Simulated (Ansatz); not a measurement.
The reference is NaBr in the rock salt structure (space group Fm-3m, No. 225; a = 6.036 Å). Axes: x, y, z lie along the cube axes.

Level of theory: Kohn–Sham DFT with the PBE functional, run in Ansatz (a first-principles code) with PAW and 420 eV plane waves, no SOC.

For the base:

```
Item                                Result
---------------------  -------------------
Electron mass               0.32 mₑ (at Γ)
Band gap                           4.07 eV
Valence-band top at Γ  0.00, 0.00, 0.00 eV
```

One thing is altered: the cell is stretched by 2.88 % along x with no lateral relaxation, atoms relaxed at fixed cell.

Q: Predict the new electron mass.

A: The electron mass becomes 0.33 mₑ (at Γ) (base: 0.32 mₑ (at Γ)).

Q: What happens to the band gap?

A: The band gap drops by 0.093 eV, from 4.07 eV to 3.97 eV.

Q: How does this affect the valence-band top at Γ?

A: The valence-band top at Γ (three highest levels, from the VBM) becomes 0.00, -0.03, -0.03 eV (base: 0.00, 0.00, 0.00 eV).

Q: What happens to the stress?

A: The stress (xx, yy, zz, yz, xz, xy; compression positive) is (-0.91, -0.27, -0.27, 0.00, 0.00, 0.00) GPa.

The cells carry an imposed strain or load. Masses are band curvatures over ±0.01 Å⁻¹ around the edge. Stability against distortions was not tested.
